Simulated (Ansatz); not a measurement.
`CCC=O` + `B[SeH]` → `B[Se]CC` + `C=O`  (substitution at a C–C bond)

Calculated with Ansatz (gas phase, PBE0-D4/def2-TZVP geometries, no zero-point term in ΔE). CCSD(T)/CBS is the MP2 limit (def2-TZVPP, def2-QZVPP) plus CCSD(T) − MP2 in def2-TZVPP, frozen cores. This one scheme is used for every species. DFT in def2-TZVPP. B3LYP here is the variant with VWN-RPA as its local correlation; programs differ in this. For Se outer-core shells are correlated without core-valence functions, which leaves a few kJ/mol of doubt a bond. Scalar relativity is left out up to krypton. One conformer a species, not always the lowest.

```json
{"level": "PBE-D4", "ΔE (kJ/mol)": "31.0", "difference from CCSD(T)/CBS": "3.2"}
{"level": "r2SCAN-D4", "ΔE (kJ/mol)": "35.3", "difference from CCSD(T)/CBS": "7.5"}
{"level": "PBE0-D4", "ΔE (kJ/mol)": "33.9", "difference from CCSD(T)/CBS": "6.1"}
{"level": "B3LYP-D4", "ΔE (kJ/mol)": "30.8", "difference from CCSD(T)/CBS": "3.0"}
{"level": "ωB97X-V", "ΔE (kJ/mol)": "34.8", "difference from CCSD(T)/CBS": "7.0"}
{"level": "ωB97M-V", "ΔE (kJ/mol)": "33.7", "difference from CCSD(T)/CBS": "5.9"}
{"level": "B2PLYP", "ΔE (kJ/mol)": "32.1", "difference from CCSD(T)/CBS": "4.3"}
{"level": "PBE", "ΔE (kJ/mol)": "34.5", "difference from CCSD(T)/CBS": "6.7"}
{"level": "r2SCAN", "ΔE (kJ/mol)": "36.1", "difference from CCSD(T)/CBS": "8.3"}
{"level": "PBE0", "ΔE (kJ/mol)": "37.0", "difference from CCSD(T)/CBS": "9.2"}
{"level": "B3LYP", "ΔE (kJ/mol)": "36.6", "difference from CCSD(T)/CBS": "8.8"}
{"level": "HF/def2-TZVPP", "ΔE (kJ/mol)": "42.9", "difference from CCSD(T)/CBS": "15.1"}
{"level": "MP2/def2-TZVPP", "ΔE (kJ/mol)": "23.9", "difference from CCSD(T)/CBS": "-3.9"}
{"level": "SCS-MP2/def2-TZVPP", "ΔE (kJ/mol)": "25.0", "difference from CCSD(T)/CBS": "-2.8"}
{"level": "CCSD/def2-TZVPP", "ΔE (kJ/mol)": "30.3", "difference from CCSD(T)/CBS": "2.5"}
{"level": "CCSD(T)/def2-TZVPP", "ΔE (kJ/mol)": "27.7", "difference from CCSD(T)/CBS": "-0.1"}
{"level": "HF/def2-QZVPP", "ΔE (kJ/mol)": "43.0", "difference from CCSD(T)/CBS": "15.2"}
{"level": "MP2/def2-QZVPP", "ΔE (kJ/mol)": "23.9", "difference from CCSD(T)/CBS": "-3.9"}
{"level": "SCS-MP2/def2-QZVPP", "ΔE (kJ/mol)": "25.1", "difference from CCSD(T)/CBS": "-2.7"}
{"level": "HF/CBS(def2)", "ΔE (kJ/mol)": "43.0", "difference from CCSD(T)/CBS": "15.2"}
{"level": "MP2/CBS(def2)", "ΔE (kJ/mol)": "23.9", "difference from CCSD(T)/CBS": "-3.9"}
{"level": "CCSD/CBS(def2)", "ΔE (kJ/mol)": "30.4", "difference from CCSD(T)/CBS": "2.6"}
{"level": "CCSD(T)/CBS", "ΔE (kJ/mol)": "27.8", "difference from CCSD(T)/CBS": "0"}
```

Largest T1 diagnostic among the species: 0.015.

In def2-TZVPP, CCSD(T) changes the Hartree–Fock value by −15.1 kJ/mol (the triples alone add −2.6 kJ/mol) and MP2 by −19.0 kJ/mol. The D4 term adds −5.8 kJ/mol with B3LYP and −3.1 kJ/mol with PBE0; it sums over pairs of atoms, weighted by their polarisabilities, and B3LYP, whose exchange is more repulsive, gets the larger term.

CCSD(T)/CBS has its own doubt, a few kJ/mol and more with outer-core shells, so smaller differences from it don't rank the levels.
